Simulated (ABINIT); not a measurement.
# BaTiO3 in ABINIT: convergence with k mesh

Input of the first run (k mesh 1 × 1 × 1); the others differ in this setting and in those tied to it:

Contents of run.abi:

```
# Pseudopotentials
pp_dirpath "./"
pseudos "Ba.GGA_PBE-JTH.xml, Ti.GGA_PBE-JTH.xml, O.GGA_PBE-JTH.xml"

# Structure
acell 7.4899688888 10.7128567231 10.8271700012
rprim
    -0.0231087166     0.0057477886    -0.9997164349
     0.6845800080     0.7288375765     0.0120830330
     0.6847328713    -0.7285231683     0.0198717962
ntypat 3
znucl 56 22 8
natom 10
typat 1 1 2 2 3 3 3 3 3 3
xcart
    -0.0891125552     0.0215515380    -3.9523802761
     3.8098746872    -0.0080565631    -3.8704694792
     5.8056785066    -2.0916999376    -1.8363640889
     5.7812868786     2.0620583224    -1.8706429139
     5.7604807961    -2.0831182162    -3.8104538903
     5.8496462480     2.0349441033     0.1179452049
     1.9215327132    -0.0034793363    -1.9119700266
     5.8094583744    -0.0035131710    -1.8419768730
     3.8686358071    -2.0812639958    -1.8915743504
     3.8552701099     2.0566853129    -1.9035478876 Angstrom
chkprim 0
chksymtnons 0
tolsym 1.0e-6

# Plane-wave basis
ecut 23.0
pawecutdg 45.0
pawxcdev 0

# k points
kptopt 1
ngkpt 1 1 1
nshiftk 1
shiftk 0.0 0.0 0.0

# Exchange and correlation
ixc 11

# Bands and occupations
nband 48
occopt 3
tsmear 0.1 eV

# SCF cycle
nstep 100
tolvrs 1.0e-9

# Output
iomode 3
prtwf 0
prtden 0
prteig 0
prtebands 0
enunit 1
```

Potentials or basis: JTH PAW PBE v2.0.

The run is started by

```bash
$ abinit run.abi > log 2>&1
```

Hardware: Arm Neoverse V1 (shared host).

Question: The values tried are 1 × 1 × 1, 2 × 1 × 1, 2 × 2 × 2, 3 × 2 × 2, 4 × 3 × 3, 5 × 4 × 4, 6 × 4 × 4, loosest first. From which on does the energy stay within 1 meV/atom of the tightest run that finished?

Answer: From 5 × 4 × 4 on.

```tsv
k mesh	energy less the tightest run, at zero smearing (meV/atom)	pressure (GPa)	largest force (eV/Å)	gap on the mesh (eV)	SCF cycles	CPU time (s)
1 × 1 × 1	1392.88	24.51	2.948	-	28	39
2 × 1 × 1	512.01	13.32	0.992	0.940	21	48
2 × 2 × 2	53.95	4.97	0.310	1.370	18	110
3 × 2 × 2	18.86	4.49	0.276	1.550	19	150
4 × 3 × 3	1.78	4.14	0.269	1.525	19	420
5 × 4 × 4	0.18	4.11	0.267	1.606	18	820
6 × 4 × 4	0.00	4.11	0.267	1.534	18	910
```

Against the tightest run, the pressure stays within 0.1 GPa from 4 × 3 × 3 on; the largest force stays within 0.005 eV/Å from 4 × 3 × 3 on. Not settled before the last step: the gap on the mesh (to 0.01 eV). Meshes of other sizes hit other points, so gaps and Fermi surfaces needn't settle smoothly. The tightest run that finished is the yardstick and may itself not be fully converged.

Caveat, for the tightest run too: this set's barium file shifts pressures by 1.5 GPa and gaps by 0.1 eV against other sets; spin-orbit coupling is left out, which moves the levels of the heavy elements; the atomic spheres overlap.
